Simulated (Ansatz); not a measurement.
TiSi2:

```xyz
3
Lattice="-1.4729 1.7121 4.2121 1.4729 -1.7121 4.2121 1.4729 1.7121 -4.2121" Properties=species:S:1:pos:R:3 pbc="T T T"
Ti    0.0000    0.0000    0.0000
Si    0.0000    0.0000    5.6448
Si    0.0000    0.0000    2.7793
```

The cell comes from a database or a generator and needn't be the stable form of this composition.

* Program: Ansatz 0.2.0
* Task: relaxation of cell and atoms
* Functional: PBEsol
* Potentials or basis: Ansatz PAW
* Cutoff: 420 eV (not typed: the program's choice for these potentials)
* k mesh: 12 × 12 × 12
* Occupations: fermi-dirac, width 0.05 eV
* Spin: no spin polarisation
* Hubbard terms: Ti d U = 1 eV

At the start: volume 14.16 Å³/atom.

Q: How do energy, volume and symmetry change on relaxing?

A: It ends after 4 steps and the volume is 13.88 Å³/atom (-2.0 %); space group Immm (No. 71, to 0.05 Å).

The path:
| step | energy change (eV) | largest force (eV/Å) | volume (Å³) |
| --- | --- | --- | --- |
| 1 | 0.0000 | 0.0245 | 42.49 |
| 2 | -0.0083 | 0.0204 | 41.54 |
| 3 | -0.0084 | 0.0062 | 41.64 |
| 4 | -0.0083 | 0.0063 | 41.64 |

Final structure:
```xyz
3
Lattice="-1.4662 1.7017 4.1725 1.4662 -1.7017 4.1725 1.4662 1.7017 -4.1725" Properties=species:S:1:pos:R:3 pbc="T T T"
Ti    0.0000    0.0000    0.0000
Si    0.0000    0.0000    5.5893
Si    0.0000    0.0000    2.7556
```

Caveat: the plane-wave basis is chosen anew once the cell has moved, so the energies of steps on either side of that aren't comparable; U without spin polarisation on a metal has little footing; the PAW data sets come from PBE, with cores solved anew for the run's functional, which leaves a small shift of forces and pressure; the U is typed as a test and isn't derived for this compound.
